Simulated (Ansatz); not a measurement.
Zone-centre phonons of SnSe at 40 GPa: input and output

Method: DFT PBE+D3(BJ), scalar-relativistic, plane waves, PAW in Ansatz.

Launched with:
```bash
ansatz run input.yaml --threads 1 --pin off --max-ram 3072MiB --backend cpu --events-out ev --progress --plain --runs-dir out
```

Input (bare energies are in eV):
```yaml
crystal:
  lattice:
    - [0.0, 2.6564029067, 2.6564029067]
    - [2.6564029067, 0.0, 2.6564029067]
    - [2.6564029067, 2.6564029067, 0.0]
  atoms:
    - { symbol: Sn, position: [0.0, 0.0, 0.0] }
    - { symbol: Se, position: [0.5, 0.5, 0.5] }
basis:
  ecutwfc: 420
kpoints:
  mp_grid: { grid: [12, 12, 12] }
hamiltonian:
  xc: pbe
  dispersion: d3bj
scf:
  occupations: { method: gaussian, width: 0.01 }
output:
  eigenvalues: true
phonons:
  method: dfpt
  eigenvectors: true
```

Results section of the output:
```
--- Phonons (Γ-DFPT): 2 representative perturbations + reference, on 163 of 1728 k-points (Σ response iterations 6) ---
  k mesh reduced under 8 symmetry operations, with k and −k counted as one. Each operation leaves every solved perturbation unchanged. A smaller set is not used because it would not reduce the number of displacements ...
  ASR residual: 2.091e-5 → 0.000e0 eV/Å²; symmetrization residual: 4.600e-6 eV/Å²
  pairwise dispersion correction: d3bj (s6 = 1.0, s8 = 0.7875, a1 = 0.4289, a2_bohr = 4.4407), with the weights of each atom's references fixed at the reference crystal's, and the forces and stress that the weights' published response gives ...
  ASR residual per site (eV/Å²): 2.09e-5 6.38e-6
  Γ frequencies (cm⁻¹): 0.00 0.00 0.00 192.41 192.41 192.41
  non-analytic LO–TO correction: not included (Born effective charges unavailable; polar crystals: no LO–TO splitting at Γ)
```

Time: 37 s on 1 thread of Arm Neoverse V1 (shared host), peak memory 0.66 GiB.

In a metal, frequencies and elastic constants depend on the k mesh and the smearing, soft modes and shear constants most. Spin–orbit coupling is left out, which matters for heavy elements. Other phases may be more stable at this pressure. A semilocal functional can close a gap that the real compound has.

This rock-salt form isn't the usual stable structure of the compound at low pressure.